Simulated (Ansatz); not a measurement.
# TiAl: the cost of one run

Computed with Ansatz 0.2.0 (DFT PBE, scalar-relativistic, plane waves, PAW, unless a step's input says otherwise).

6 further runs of the same task are left out: 6 set aside as unsound or not needed.

## 1. The starting structure

It takes space group P4/mmm (No. 123, tetragonal). The conventional cell has a = 2.822 Å, b = 2.822 Å, c = 4.077 Å, α = 90.00°, β = 90.00°, γ = 90.00°. Ti (site symmetry 4/mmm) has 4 Ti at 2.82 Å and 8 Al at 2.85 Å as nearest neighbours. Al (site symmetry 4/mmm) is surrounded by 4 Al at 2.82 Å and 8 Ti at 2.85 Å.

Structure file:

```cif
data_structure
_symmetry_space_group_name_H-M 'P4/mmm'
_symmetry_Int_Tables_number 123
_cell_length_a 2.8220
_cell_length_b 2.8220
_cell_length_c 4.0768
_cell_angle_alpha 90.000
_cell_angle_beta 90.000
_cell_angle_gamma 90.000
_cell_volume 32.47
loop_
_atom_site_label
_atom_site_type_symbol
_atom_site_symmetry_multiplicity
_atom_site_Wyckoff_symbol
_atom_site_fract_x
_atom_site_fract_y
_atom_site_fract_z
_atom_site_occupancy
Ti1 Ti 1 a 0.00000 0.00000 0.00000 1
Al1 Al 1 d 0.50000 0.50000 0.50000 1
```

It is the result of an earlier relaxation at this level (volume 16.23 Å³/atom; gap on the mesh: none (metal)).

## 2. What is varied

The energy is mapped over a normal mode and a strain (zone-centre modes of the cell shown) (x along [1 0 0], y along [0 1 0], z along [0 0 1] of the conventional cell).

First coordinate, amplitude of mode 5 (262 cm⁻¹), largest displacement in the unstrained cell: 11 values from −0.168 Å. Second coordinate, normal strain along y: 7 values from −7.00 %.

Nothing else is relaxed (the pattern is fixed in fractional coordinates). Energies count from the relaxed high-symmetry cell. Points are written as (first, second).

The modes come from a phonon run on the reference cell, made beforehand.

The patterns, per unit of each coordinate (Å):

| atom | x1 | y1 | z1 |
| --- | --- | --- | --- |
| Ti1 | 0.000 | -0.564 | 0.000 |
| Al2 | 0.000 | 1.000 | 0.000 |

## 3. Point (−0.034 Å, −7.00 %)

input.yaml

```yaml
crystal:
  lattice:
    - [2.8220029273, 0.0, 0.0]
    - [0.0, 2.6244627224, 0.0]
    - [0.0, 0.0, 4.07684145]
  atoms:
    - { symbol: Ti, position: [0.0, 0.0067113875, 0.0] }
    - { symbol: Al, position: [0.5, 0.488093563, 0.5] }
basis:
  ecutwfc: 520.0
kpoints:
  mp_grid: { grid: [16, 16, 12] }
hamiltonian:
  xc: pbe
scf:
  occupations: { method: gaussian, width: 0.15 }
output:
  forces: true
  stress: true
  eigenvalues: true
```

Run with:

```console
ansatz run input.yaml --threads 1 --pin off --max-ram 2048MiB --backend cpu --events-out ev --progress --plain --runs-dir out
```

Q: Estimate wall time and peak memory on 1 thread of AMD EPYC 9R45 (Zen 5), shared host.

About 6.8 s, with a peak of 0.67 GiB.
